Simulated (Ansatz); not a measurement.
**Sc, one cell by several methods**

```
Sc
1.0
     3.30880    0.00000    0.00000
    -1.65440    2.86550    0.00000
     0.00000    0.00000    5.26800
Sc
2
Cartesian
  0.0000 1.9103 1.3170
  1.6544 0.9552 3.9510
```

Atom numbers follow the list: Sc1, Sc2.

The cell is COD entry 9011704, as deposited and not checked against the literature; nothing was relaxed.

Levels of theory: DFT, PBE, PAW with Ansatz's default frozen-core files, fully relativistic files with spin-orbit coupling (Ansatz 0.2.0); DFT, PBE, all-electron LAPW, Dirac equation with spin-orbit coupling (Ansatz 0.2.0).

For PAW: a Γ-centred 13×13×7 k mesh, Fermi–Dirac smearing of 0.03 eV, cutoff 420 eV, no spin polarisation. LAPW targets a basis error of 0.5 meV/atom. The Ansatz runs share mesh, smearing and spin set-up. Plane-wave (PAW) pressures include the program's estimate of the Pulay term.

Stress and pressure are positive in compression.

Levels count from the Fermi level.

PAW results:

```json
{"quantity": "pressure (GPa)", "PAW": "-0.68"}
{"quantity": "stress xx (GPa)", "PAW": "-0.11"}
{"quantity": "stress zz (GPa)", "PAW": "-1.82"}
{"quantity": "highest filled level at M (eV)", "PAW": "-0.303"}
{"quantity": "lowest empty level at M (eV)", "PAW": "1.202"}
{"quantity": "highest filled level at L (eV)", "PAW": "-1.459"}
{"quantity": "lowest empty level at L (eV)", "PAW": "0.036"}
{"quantity": "highest filled level at Γ (eV)", "PAW": "-1.662"}
{"quantity": "lowest empty level at Γ (eV)", "PAW": "0.417"}
```

(1) What does full-potential LAPW give for the same quantities?

## Answers

(1) 
| quantity | LAPW |
| --- | --- |
| pressure (GPa) | -0.68 |
| stress xx (GPa) | -0.11 |
| stress zz (GPa) | -1.81 |
| highest filled level at M (eV) | -0.302 |
| lowest empty level at M (eV) | 1.202 |
| highest filled level at L (eV) | -1.459 |
| lowest empty level at L (eV) | 0.036 |
| highest filled level at Γ (eV) | -1.662 |
| lowest empty level at Γ (eV) | 0.418 |
